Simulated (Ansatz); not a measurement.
# C: the cost of one run

Program: Ansatz 0.2.0. Level of theory: DFT PBE+D3(BJ), scalar-relativistic, plane waves, PAW. These are calculated values, not measurements.

### 1 The system as given

The structure is hexagonal, space group P6/mmm (No. 191). The conventional cell has a = 2.456 Å, b = 2.456 Å, c = 17.000 Å, α = 90.00°, β = 90.00°, γ = 120.00°. C (site symmetry -6m2) is surrounded by 3 C at 1.42 Å.

As a file:

```cif
data_structure
_symmetry_space_group_name_H-M 'P 1'
_symmetry_Int_Tables_number 1
_cell_length_a 2.4562
_cell_length_b 2.4562
_cell_length_c 17.0002
_cell_angle_alpha 90.000
_cell_angle_beta 90.000
_cell_angle_gamma 120.000
_cell_volume 88.82
loop_
_atom_site_label
_atom_site_type_symbol
_atom_site_fract_x
_atom_site_fract_y
_atom_site_fract_z
_atom_site_occupancy
C1 C 0.00000 0.00000 0.50000 1
C2 C 0.33333 0.66667 0.50000 1
```

Free-standing sheet.

### 2 Relaxing the sheet and its cell in the plane

The input, input.yaml:

```yaml
crystal:
  lattice:
    - [2.45622751, 0.0, 0.0]
    - [-1.22811375, 2.12715542, 0.0]
    - [0.0, 0.0, 17.0001609214]
  atoms:
    - { symbol: C, position: [0.0, 0.0, 0.5000047329] }
    - { symbol: C, position: [0.33333333, 0.66666666, 0.4999952671] }
basis:
  ecutwfc: 600.0
  fft_grid_basis: typed
kpoints:
  mp_grid: { grid: [15, 15, 1] }
hamiltonian:
  xc: pbe
  dispersion: d3bj
scf:
  occupations: { method: gaussian, width: 0.05 }
output:
  forces: true
  eigenvalues: true
  stress: true
efield:
  axis: 3
  dipole_correction: true
  ramp_width: 0.04
relax:
  adjacent_minimum: "off"
  f_tol: 0.02
  max_steps: 60
  cell: { fix: [c, alpha, beta], stress_tol: 0.05 }
```

On the command line:

```console
ansatz run input.yaml --threads 1 --pin off --max-ram 2211MiB --backend cpu --events-out ev --progress --plain --runs-dir out
```

What time and memory should one allow on 1 thread of Intel Xeon 6975P-C (Granite Rapids), shared host?

About 9.8 s, with a peak of 0.44 GiB.
